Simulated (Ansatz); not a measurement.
# In2O3: the cell at several levels of theory

How does the equilibrium cell of In2O3 (A-La2O3 type) depend on the functional? It is relaxed with PBE, r2SCAN, PBEsol and LDA. This is a trial cell built on a prototype, not taken from a measured structure, and it needn't be the compound's ground state.

Code: Ansatz 0.2.0. PAW datasets, plane waves, zero pressure. The cell comes from a prototype generator: it can be a known phase or a hypothetical one. Spin polarisation is off.

**1. The structure to begin with**

This is the cell as the run starts from it, not yet at rest; its lengths are not the crystal's.

The symmetry is P-3m1 (No. 164, trigonal); a = 3.512 Å, c = 5.478 Å in the conventional setting, 11.70 Å³ an atom. Around In lie 7 O at 2.12–2.43 Å; around O lie 6 In at 2.43 Å; around O lie 4 In at 2.12–2.19 Å.

Coordinates:

```
CELL_PARAMETERS angstrom
3.51176 0.00000 0.00000
-1.75588 3.04127 0.00000
0.00000 0.00000 5.47835
ATOMIC_POSITIONS crystal
In 0.33333 0.66667 0.24500
In 0.66667 0.33333 0.75500
O 0.00000 0.00000 0.00000
O 0.33333 0.66667 0.64500
O 0.66667 0.33333 0.35500
```

**2. PBE: cell and atoms**

Contents of input.yaml:

```yaml
crystal:
  lattice:
    - [3.5117614, 0.0, 0.0]
    - [-1.7558807, 3.0412745844, 0.0]
    - [0.0, 0.0, 5.478347784]
  atoms:
    - { symbol: In, position: [0.3333333333, 0.6666666667, 0.245] }
    - { symbol: In, position: [0.6666666667, 0.3333333333, 0.755] }
    - { symbol: O, position: [0.0, 0.0, 0.0] }
    - { symbol: O, position: [0.3333333333, 0.6666666667, 0.645] }
    - { symbol: O, position: [0.6666666667, 0.3333333333, 0.355] }
kpoints:
  mp_grid: { grid: [12, 12, 4] }
hamiltonian:
  xc: pbe
scf:
  occupations: { method: fermi_dirac, width: 0.02 }
relax:
  f_tol: 0.005
  cell: {}
output:
  write_density: true
  write_potential: true
  elf: true
  volumetric_format: npy
```

Command:

```console
> ansatz run input.yaml --threads 2 --pin off --max-ram 20275MiB --backend cpu --events-out ev --progress --plain --runs-dir out
```

The runs that follow: Relaxation with r2SCAN; Relaxation with PBEsol; Relaxing with LDA.

Q: Predict the outcome of this session. Wanted: for each run, a; c; volume; space group; SCF geometries.

As calculated:

```
 level  a (Å)  c (Å)  volume (Å³/atom)  space group  SCF geometries
   PBE  3.434  6.364            13.001        P-3m1              17
r2SCAN  3.420  6.096            12.349        P-3m1               7
PBEsol  3.419  6.097            12.341        P-3m1              10
   LDA  3.398  5.963            11.924        P-3m1              10
```

In words: From the start to the first minimum the volume moved by +11.1 %. The volume runs from LDA (least) to PBE (most), a spread of 9.0 %, or 2.9 % in length if all axes shared it alike.
